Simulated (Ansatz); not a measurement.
**Convergence of InSb with the half-step-shifted k-point mesh**

Level of theory: DFT PBE, scalar-relativistic, plane waves, PAW (Ansatz).

```xyz
4
Lattice="3.0633 -3.0814 0.0000 3.0633 3.0814 0.0000 0.0000 0.0000 6.1269" Properties=species:S:1:pos:R:3 pbc="T T T"
In    3.0633    1.3594    1.5317
In    3.0633   -1.3594    4.5952
Sb    3.0633   -1.7083    1.5317
Sb    3.0633    1.7083    4.5952
```

| Quantity | Value |
| --- | --- |
| plane-wave cutoff | 420 eV |
| occupation rule | Gaussian smearing, 0.1 eV |
| spin treatment | unpolarised |

The atoms stay fixed while the half-step-shifted k-point mesh is varied. ΔE is the energy extrapolated to zero smearing, less that of the reference run (10×10×8 Γ-centred mesh, Gaussian smearing 0.1 eV). The cell isn't necessarily relaxed at this level. Spin–orbit coupling is left out. Pressure is positive in compression.

```
shifted mesh  ΔE (meV/atom) P (GPa) largest change of a force component (eV/Å) irreducible points
       4×4×4          -22.4     0.07                                       0.037                  12
       6×6×4          -11.7    -0.03                                       0.085                  24
       8×8×6              ?        ?                                           ?                   ?
```

Question: Fill in the withheld rows.

Answer: The withheld rows:

```
shifted mesh  ΔE (meV/atom) P (GPa) largest change of a force component (eV/Å) irreducible points
       8×8×6           1.16     0.15                                       0.026                  60
```

This form isn't the usual stable structure of the compound.

Cost: 3 runs of about 0.32 core-minutes in all, on Arm Neoverse V2 (shared hosts).